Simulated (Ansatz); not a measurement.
PbTiO₃ built on the cubic perovskite prototype: a relaxation of cell and atoms in Ansatz (r2SCAN). It starts from the PBE minimum.

Input (YAML):
```yaml
crystal:
  lattice:
    - [3.9665508546, 0.0, 0.0]
    - [0.0, 3.9665508546, 0.0]
    - [0.0, 0.0, 3.9665508546]
  atoms:
    - { symbol: Pb, position: [0.0, 0.0, 0.0] }
    - { symbol: Ti, position: [0.5, 0.5, 0.5] }
    - { symbol: O, position: [0.5, 0.5, 0.0] }
    - { symbol: O, position: [0.5, 0.0, 0.5] }
    - { symbol: O, position: [0.0, 0.5, 0.5] }
kpoints:
  mp_grid: { grid: [6, 6, 6] }
hamiltonian:
  xc: r2scan
scf:
  occupations: { method: fermi_dirac, width: 0.02 }
relax:
  f_tol: 0.005
  cell: {}
```

Run as `ansatz run input.yaml --threads 4 --pin off --max-ram 7372MiB --backend cpu --events-out ev --progress --plain --runs-dir out`. Wall time 5.6 s on 4 threads of Arm Neoverse V1, with other jobs on the host, load about 0.6 per core; peak host memory 0.52 GiB.

Main lines of the log:
```
Functional definition: r2SCAN
Crystal: 5 atoms, lattice volume = 62.408 Å³
Basis set: ecut = 500 eV, 1575 PW (Γ)
Bands: 27, of which v1, the nominal top of the filled ones, is band 22 counted from 1 (21 counted from 0)
Symmetry: 48 space group operations
Space group: Pm-3m (ITA 221)
k-points: 20 of 216
preconditioner: auto → Resta (q_TF=auto, 2.574 Å⁻¹)  ε∞=5.4  [insulator: Δε(μ)=2.420 eV  σ=0.020 eV  ℏωp=28.2 eV]
relax step 1: F+E_penalty+E_count = -16135.74149750 eV  P = -4.372 GPa  Ω = 62.408 Å³
relax step 2: F+E_penalty+E_count = -16135.76269340 eV  P = +0.200 GPa  Ω = 60.868 Å³
relax step 3: F+E_penalty+E_count = -16135.76270480 eV  P = -0.008 GPa  Ω = 60.934 Å³
relax step 4: F+E_penalty+E_count = -16135.76205170 eV  P = -0.000 GPa  Ω = 60.934 Å³  (SCF on a basis re-selected at this cell)
SCF converged after 6 iterations
Free energy (F): -16135.762052 eV
Fermi energy:    11.616271 eV
--- Stress (GPa, compression-positive) ---
       -0.000283       0.000000       0.000000
        0.000000      -0.000283       0.000000
        0.000000       0.000000      -0.000283
  P = ⅓ Tr σ = -0.0003 GPa (-0.003 kbar)
--- Relaxed structure (3 steps of the walk, 3 accepted, 1 SCFs on fresh bases) ---
  F+E_penalty+E_count = -16135.76205170 eV
  cell:  # Å, volume = 60.9335 Å³
    - [3.935067, 0.000000, 0.000000]
    - [0.000000, 3.935067, 0.000000]
    - [0.000000, 0.000000, 3.935067]
  atoms:
    - { symbol: Pb, position: [0.000000, 0.000000, 0.000000] }
    - { symbol: Ti, position: [0.500000, 0.500000, 0.500000] }
    - { symbol: O, position: [0.500000, 0.500000, 0.000000] }
    - { symbol: O, position: [0.500000, 0.000000, 0.500000] }
    - { symbol: O, position: [0.000000, 0.500000, 0.500000] }
```

The walk took 3 steps and changed the volume by -2.4 %. The last SCF, on a fresh basis, lies 4.1 meV an atom below the first. At the end: the symmetry is Pm-3m (No. 221, cubic); conventional cell a = 3.935 Å, 12.19 Å³ an atom. Around Pb lie 12 O at 2.78 Å; around Ti lie 6 O at 1.97 Å; around O lie 2 Ti at 1.97 Å and 4 Pb at 2.78 Å.

Calculated for a static, non-magnetic cell.
